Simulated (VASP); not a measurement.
A run of VASP 6.6.1:

Contents of POSCAR:

```
GeSe
1.0
    9.0000000000      0.0000000000      0.0000000000
    0.0000000000      9.0000000000      0.0000000000
    0.0000000000      0.0000000000     12.0000000000
Ge Se
1 1
Direct
    0.5014444400      0.5023333300      0.4138904600
    0.5014444400      0.5023333300      0.5917762100
```

File INCAR.step1:

```
SYSTEM = GeSe
PREC = Accurate
ENCUT = 520
EDIFF = 1E-5
ISMEAR = 0
SIGMA = 0.01
LREAL = .False.
LASPH = .True.
NELM = 60
ALGO = Normal
ISIF = 2
LWAVE = .True.
LCHARG = .False.
NBANDS = 17
GGA = PE
```

The input INCAR.step2:

```
SYSTEM = GeSe
PREC = Accurate
ENCUT = 520
EDIFF = 1E-6
ISMEAR = 0
SIGMA = 0.01
LREAL = .False.
LASPH = .True.
NELM = 60
ALGO = Normal
ISIF = 2
LWAVE = .False.
LCHARG = .False.
METAGGA = R2SCAN
LHFCALC = .True.
AEXX = 0.25
LMIXTAU = .True.
PRECFOCK = Normal
HFRCUT = -1
IVDW = 13
VDW_S6 = 1.0
VDW_S8 = 0.8992
VDW_A1 = 0.4778
VDW_A2 = 5.8779
NBANDS = 17
ISTART = 1
```

The input KPOINTS:

```
regular mesh
0
Gamma
  1 1 1
  0 0 0
```

Potentials or basis: VASP PAW PBE potentials, release 64 (Ge_d, Se).

The run is started by

```bash
$ cat potpaw_PBE.64/Ge_d/POTCAR potpaw_PBE.64/Se/POTCAR > POTCAR
$ cp INCAR.step1 INCAR
$ mpirun -np 1 vasp_gam > vasp.out
$ cp INCAR.step2 INCAR
$ mpirun -np 1 vasp_gam > vasp.out
```

Hardware: 1 thread of Intel(R) Xeon(R) Platinum 8488C (Sapphire Rapids) (shared host).

**Question.** Estimate the wall time of this run.

**Answer.** Run time: 5.8 min on 1 thread of Intel(R) Xeon(R) Platinum 8488C (Sapphire Rapids), on a shared host, peak memory 1 GiB. Counts: scf iterations 50, k points 1.
